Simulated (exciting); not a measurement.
# Al (Fm-3m) in exciting: notebook, part 2 of 3

exciting (release sodium). The steps go on from the part before.

## (3) Single point, PBE

File input.xml:

```xml
<input>
  <title>Al</title>
  <structure speciespath="./" tshift="false">
    <crystal scale="1">
      <basevect>0.000000000000 3.826326905773 3.826326905773</basevect>
      <basevect>3.826326905773 0.000000000000 3.826326905773</basevect>
      <basevect>3.826326905773 3.826326905773 0.000000000000</basevect>
    </crystal>
    <species speciesfile="Al.xml" rmt="2">
      <atom coord="0.000000000000 0.000000000000 0.000000000000"/>
    </species>
  </structure>
  <groundstate do="fromscratch" ngridk="11 11 11" rgkmax="7.5" gmaxvr="14" lmaxapw="10" lmaxmat="10" lmaxvr="8" xctype="GGA_PBE" stype="Gaussian" swidth="0.00044099" nempty="8" ValenceRelativity="iora*" epsengy="1e-05" epspot="1e-05" maxscl="60" tforce="true" outputlevel="normal"/>
</input>
```

Potentials or basis: all-electron LAPW+lo, shipped species files, valence relativity iora*.

The run is started by

```console
$ OMP_NUM_THREADS=1 exciting_smp
```

INFO.OUT:

```text
================================================================================
EXCITING SODIUM started
[... 10 lines left out ...]

 Lattice vectors (cartesian) :
      0.0000000000      3.8263269058      3.8263269058
      3.8263269058      0.0000000000      3.8263269058
      3.8263269058      3.8263269058      0.0000000000

 Reciprocal lattice vectors (cartesian) :
     -0.8210465888      0.8210465888      0.8210465888
      0.8210465888     -0.8210465888      0.8210465888
      0.8210465888      0.8210465888     -0.8210465888

 Unit cell volume                           :     112.0408024269
 Brillouin zone volume                      :       2.2139274985

 Species :    1 (Al)
     parameters loaded from                 :    Al.xml
     name                                   :    aluminium
     nuclear charge                         :     -13.00000000
     electronic charge                      :      13.00000000
     atomic mass                            :   49184.33493000
     muffin-tin radius                      :       2.00000000
     # of radial points in muffin-tin       :     300

     atomic positions (lattice) :
[... 7 lines left out ...]
 Number of crystal symmetries               :      48

 k-point grid                               :      11   11   11
 Total number of k-points                   :      56
 k-point set is reduced with crystal symmetries

 R^MT_min * |G+k|_max (rgkmax)              :       7.50000000
 Species with R^MT_min                      :       1 (Al)
 Maximum |G+k| for APW functions            :       3.75000000
 Maximum |G| for potential and density      :      14.00000000

 G-vector grid sizes                        :      25    25    25
 Total number of G-vectors                  :    5065

 Maximum angular momentum used for
     APW functions                          :      10
     computing H and O matrix elements      :      10
     potential and density                  :       8
     inner part of muffin-tin               :       2

 Total nuclear charge                       :     -13.00000000
 Total electronic charge                    :      13.00000000
 Total core charge                          :       4.00000000
 Total valence charge                       :       9.00000000

 Number of empty states                     :       8
 Total number of valence states             :      13

 Maximum Hamiltonian size                   :     120
 Maximum number of plane-waves              :     113
 Total number of local-orbitals             :       7

 Exchange-correlation type                  :      20
     Perdew-Burke-Ernzerhof, Phys. Rev. Lett. 77, 3865 (1996)
     Generalised gradient approximation (GGA)

 Smearing scheme                            :    Gaussian
 Smearing width                             :       0.00044099

 Using multisecant Broyden potential mixing
[... 16 lines left out ...]
+ SCF iteration number :    1                                                  +
++++++++++++++++++++++++++++++++++++++++++++++++++++++++++++++++++++++++++++++++
 Total energy                               :      -242.54748233
 _______________________________________________________________
 Fermi energy                               :         0.27002437
 Kinetic energy                             :       243.58908778
 Coulomb energy                             :      -467.50272359
 Exchange energy                            :       -18.11954756
 Correlation energy                         :        -0.51429896

 DOS at Fermi energy (states/Ha/cell)       :        55.41353958

 Electron charges :
     core                                   :         4.00000000
     core leakage                           :         0.00135822
     valence                                :         9.00000000
     interstitial                           :         2.14050313
     charge in muffin-tin spheres :
                  atom     1    Al          :        10.85949687
     total charge in muffin-tins            :        10.85949687
     total charge                           :        13.00000000

++++++++++++++++++++++++++++++++++++++++++++++++++++++++++++++++++++++++++++++++
+ SCF iteration number :    2                                                  +
++++++++++++++++++++++++++++++++++++++++++++++++++++++++++++++++++++++++++++++++
 Total energy                               :      -242.62495703
 _______________________________________________________________
 Fermi energy                               :         0.26921770
 Kinetic energy                             :       243.50816990
 Coulomb energy                             :      -467.49841635
 Exchange energy                            :       -18.12043473
 Correlation energy                         :        -0.51427585

 DOS at Fermi energy (states/Ha/cell)       :        55.46514668

 Electron charges :
     core                                   :         4.00000000
     core leakage                           :         0.00135041
     valence                                :         9.00000000
     interstitial                           :         2.13825455
     charge in muffin-tin spheres :
                  atom     1    Al          :        10.86174545
     total charge in muffin-tins            :        10.86174545
     total charge                           :        13.00000000
[... 225 lines left out ...]
 RMS change in effective potential (target) :  0.741925E-08  ( 0.100000E-04)
 Absolute change in total energy   (target) :  0.762005E-05  ( 0.100000E-04)
 Charge distance                   (target) :  0.644250E-07  ( 0.100000E-04)
 Abs. change in max-nonIBS-force   (target) :   0.00000      ( 0.500000E-04)

++++++++++++++++++++++++++++++++++++++++++++++++++++++++++++++++++++++++++++++++
+ SCF iteration number :   11                                                  +
++++++++++++++++++++++++++++++++++++++++++++++++++++++++++++++++++++++++++++++++
 Total energy                               :      -242.82189679
 _______________________________________________________________
 Fermi energy                               :         0.26686378
 Kinetic energy                             :       243.28375963
 Coulomb energy                             :      -467.46973045
 Exchange energy                            :       -18.12172301
 Correlation energy                         :        -0.51420296

 DOS at Fermi energy (states/Ha/cell)       :        61.34004373

 Electron charges :
     core                                   :         4.00000000
     core leakage                           :         0.00133023
     valence                                :         9.00000000
     interstitial                           :         2.13231580
     charge in muffin-tin spheres :
                  atom     1    Al          :        10.86768420
     total charge in muffin-tins            :        10.86768420
     total charge                           :        13.00000000

 RMS change in effective potential (target) :  0.189087E-08  ( 0.100000E-04)
 Absolute change in total energy   (target) :  0.192560E-06  ( 0.100000E-04)
 Charge distance                   (target) :  0.173879E-08  ( 0.100000E-04)
 Abs. change in max-nonIBS-force   (target) :   0.00000      ( 0.500000E-04)

++++++++++++++++++++++++++++++++++++++++++++++++++++++++++++++++++++++++++++++++
| Convergency criteria checked for the last 2 iterations                       +
| Convergence targets achieved. Performing final SCF iteration                 +
++++++++++++++++++++++++++++++++++++++++++++++++++++++++++++++++++++++++++++++++
 Total energy                               :      -242.82189683
 _______________________________________________________________
 Fermi energy                               :         0.26686378
 Kinetic energy                             :       243.28375962
 Coulomb energy                             :      -467.46973048
 Exchange energy                            :       -18.12172301
 Correlation energy                         :        -0.51420296

 DOS at Fermi energy (states/Ha/cell)       :        61.33999179

 Electron charges :
     core                                   :         4.00000000
     core leakage                           :         0.00133023
     valence                                :         9.00000000
     interstitial                           :         2.13231580
     charge in muffin-tin spheres :
                  atom     1    Al          :        10.86768420
     total charge in muffin-tins            :        10.86768420
     total charge                           :        13.00000000

++++++++++++++++++++++++++++++++++++++++++++++++++++++++++++++++++++++++++++++++
+ Self-consistent loop stopped                                                 +
++++++++++++++++++++++++++++++++++++++++++++++++++++++++++++++++++++++++++++++++
 STATE.OUT is written

--------------------------------------------------------------------------------
- Writing atomic positions and forces                                          -
--------------------------------------------------------------------------------

 Atomic positions (lattice) :
 atom     1  Al  :     0.00000000    0.00000000    0.00000000

 Total atomic forces including IBS (cartesian) :
 atom     1  Al  :     0.00000000    0.00000000    0.00000000

 Atomic force components including IBS (cartesian) :
 atom     1  Al  :     0.00000000    0.00000000    0.00000000   HF force
                 :     0.00000000    0.00000000    0.00000000   core correction
                 :     0.00000000    0.00000000    0.00000000   IBS correction

********************************************************************************
[... 7 lines left out ...]
| EXCITING SODIUM stopped                                                      =
================================================================================
```

EVALCORE.OUT:

```text
Species :    1 (Al), atom :    1
 n =  1, l =  0, k =  1 :   -55.08807919
 n =  2, l =  0, k =  1 :   -3.535816258
```

WARNINGS.OUT:

```text
Inversion symmetry is present. Consider using input%groundstate%solver%type = "inversionsymmetry"
```

Run time: 13 s. Hardware: 1 thread of Arm Neoverse V1, shared host; peak memory 0.09 GiB.

Results:

* Free energy: -6607.5206 eV
* Band gap on the k mesh: none (metal or under the smearing width)
* All electrons inside the program's atomic spheres: Al 10.87 (radii Al 2.0 bohr)

## (4) Single point, PBE

File input.xml:

```xml
<input>
  <title>Al</title>
  <structure speciespath="./" tshift="false">
    <crystal scale="1">
      <basevect>0.000000000000 3.826326905773 3.826326905773</basevect>
      <basevect>3.826326905773 0.000000000000 3.826326905773</basevect>
      <basevect>3.826326905773 3.826326905773 0.000000000000</basevect>
    </crystal>
    <species speciesfile="Al.xml" rmt="2">
      <atom coord="0.000000000000 0.000000000000 0.000000000000"/>
    </species>
  </structure>
  <groundstate do="fromscratch" ngridk="11 11 11" rgkmax="7.5" gmaxvr="14" lmaxapw="10" lmaxmat="10" lmaxvr="8" xctype="GGA_PBE" stype="Gaussian" swidth="0.00047774" nempty="8" ValenceRelativity="iora*" epsengy="1e-05" epspot="1e-05" maxscl="60" tforce="true" outputlevel="low"/>
</input>
```

The run is started by

```console
$ OMP_NUM_THREADS=1 exciting_smp
```

Wall time 13 s (1 thread of Arm Neoverse V1, shared host); peak memory 0.09 GiB.

Results (log left out):

```
Free energy            : -6607.5206 eV
Band gap on the k mesh : none (metal or under the smearing width)
```

Levels at points of the mesh, in eV from the Fermi level:
| k point | band 4 | band 5 | band 6 | band 7 |
| --- | --- | --- | --- | --- |
| (0.00, 0.00, 0.00) | -11.12 | 12.56 | 12.56 | 12.56 |

## (5) Single point, PBE

File input.xml:

```xml
<input>
  <title>Al</title>
  <structure speciespath="./" tshift="false">
    <crystal scale="1">
      <basevect>0.000000000000 3.826326905773 3.826326905773</basevect>
      <basevect>3.826326905773 0.000000000000 3.826326905773</basevect>
      <basevect>3.826326905773 3.826326905773 0.000000000000</basevect>
    </crystal>
    <species speciesfile="Al.xml" rmt="2">
      <atom coord="0.000000000000 0.000000000000 0.000000000000"/>
    </species>
  </structure>
  <groundstate do="fromscratch" ngridk="11 11 11" rgkmax="7.5" gmaxvr="14" lmaxapw="10" lmaxmat="10" lmaxvr="8" xctype="GGA_PBE" stype="Gaussian" swidth="0.00051449" nempty="8" ValenceRelativity="iora*" epsengy="1e-05" epspot="1e-05" maxscl="60" tforce="true" outputlevel="normal"/>
  <properties>
    <chargedensityplot>
      <plot3d>
        <box grid="15 15 15">
          <origin coord="0 0 0"/>
          <point coord="1 0 0"/>
          <point coord="0 1 0"/>
          <point coord="0 0 1"/>
        </box>
      </plot3d>
    </chargedensityplot>
    <elfplot>
      <plot3d>
        <box grid="15 15 15">
          <origin coord="0 0 0"/>
          <point coord="1 0 0"/>
          <point coord="0 1 0"/>
          <point coord="0 0 1"/>
        </box>
      </plot3d>
    </elfplot>
    <exccplot>
      <plot3d>
        <box grid="15 15 15">
          <origin coord="0 0 0"/>
          <point coord="1 0 0"/>
          <point coord="0 1 0"/>
          <point coord="0 0 1"/>
        </box>
      </plot3d>
    </exccplot>
  </properties>
</input>
```

The run is started by

```console
$ OMP_NUM_THREADS=1 exciting_smp
```

It took 18 s on 1 thread of Arm Neoverse V1, shared host; peak memory 0.09 GiB.

Results (log left out):

- Free energy: -6607.5206 eV
- Band gap on the k mesh: none (metal or under the smearing width)
- All electrons inside the program's atomic spheres: Al 10.87 (radii Al 2.0 bohr)

Levels at points of the mesh, in eV from the Fermi level:
```
           k point  band 4  band 5  band 6  band 7  band 8
(0.00, 0.00, 0.00)  -11.11   12.56   12.56   12.56   14.00
```

[end of part 2 of 3]
